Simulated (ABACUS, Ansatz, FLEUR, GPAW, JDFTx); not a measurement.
CuO: 6 runs at one level of theory

```xyz
4
Lattice="2.3447 -1.7134 0.0000 2.3447 1.7134 0.0000 -0.8606 0.0000 5.0594" Properties=species:S:1:pos:R:3 pbc="T T T"
Cu    0.7361   -0.8836    2.5056
Cu    1.2041    0.8387   -0.0138
O     1.6374    0.3040    3.8502
O     2.1001   -0.2780    1.3060
```

Atoms were shifted at random by some hundredths of an Å from the given cell, which wasn't relaxed again for these runs.

Alike in all runs: task single point; functional PBEsol; k mesh 10 × 10 × 5; occupations fermi-dirac, width 0.05 eV; no spin polarisation; no spin-orbit coupling. Pressure is positive in compression and, in plane waves, holds the error of the finite cutoff, which Ansatz's Pulay term estimates and takes out.

| program and potentials | plane-wave cutoff (eV) | notes | pressure (GPa) | largest force (eV/Å) | energy over the undisturbed cell (meV/atom) |
| --- | --- | --- | --- | --- | --- |
| Ansatz, Ansatz PAW | 420 | potentials made for PBE, which Ansatz adapts in part; 12.5 valence electrons an atom on average; Pulay term of +0.75 GPa included | -1.88 | 1.552 | 18.79 |
| FLEUR, all-electron, FLAPW | - | - | - | ? | ? |
| ABACUS, PseudoDojo NC SR 0.4.1 PBEsol standard, plane waves | 1252 | 12.5 valence electrons an atom on average | -2.13 | 1.564 | 18.90 |
| Ansatz, all-electron LAPW, scalar-relativistic | - | - | -1.90 | 1.555 | - |
| GPAW, PAW data sets generated for this functional | 800 | 8.5 valence electrons an atom on average; this data set often lies off other programs | 0.76 | 1.656 | - |
| JDFTx, PseudoDojo-SR-PBEsol-0.4.1-standard with smoothed tails | 1252 | 12.5 valence electrons an atom on average | -2.10 | 1.565 | - |

Estimate from the other rows what the run with FLEUR, all-electron, FLAPW gave.

Largest force 1.554 eV/Å; energy over the undisturbed cell 18.84 meV/atom. The other rows, which needn't bracket it: pressure -2.13 to 0.76; largest force 1.552 to 1.656; energy over the undisturbed cell 18.79 to 18.90.
